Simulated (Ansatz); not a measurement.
Runs of Ansatz 0.2.0 on NaH. The structure is cubic, space group Fm-3m (No. 225). The conventional cell has a = 4.880 Å, b = 4.880 Å, c = 4.880 Å, α = 90.00°, β = 90.00°, γ = 90.00°. Na (site symmetry m-3m) has 6 H at 2.44 Å as nearest neighbours. H (site symmetry m-3m) is surrounded by 6 Na at 2.44 Å. 

```csv
task,level,k mesh,cutoff (eV),smearing,points for each segment of the path,gap on the mesh (eV),pressure (GPa),V0 of scaled cells (Å³/atom),B0 (GPa)
equation of state,PBEsol,9 × 9 × 9,420,fermi-dirac 0.05 eV,-,-,-,13.75,24
band structure,PBEsol,9 × 9 × 9,420,fermi-dirac 0.05 eV,14,-,-1.2,-,-
band structure,PBE,9 × 9 × 9,420,fermi-dirac 0.05 eV,14,4.01,-0.7,-,-
equation of state,r2SCAN,9 × 9 × 9,500,fermi-dirac 0.05 eV,-,-,-,(b),24
Born charges and dielectric tensor,PBE,8 × 8 × 8,420,fixed,-,(a),-,-,-
```

Alike in all rows: potentials or basis Ansatz PAW; no spin polarisation; cell as given.

**Question.** Estimate the missing entries.

**Answer.** (a) 3.71; (b) 13.78.

Caveats: the PAW data sets come from PBE, with cores solved anew for the run's functional, which leaves a small shift of forces and pressure (some runs); the k mesh misses the band edges, so the gap on the mesh is wider than the one along the path (some runs); the PAW data sets were made with another functional, which shifts forces and pressure a little (some runs).
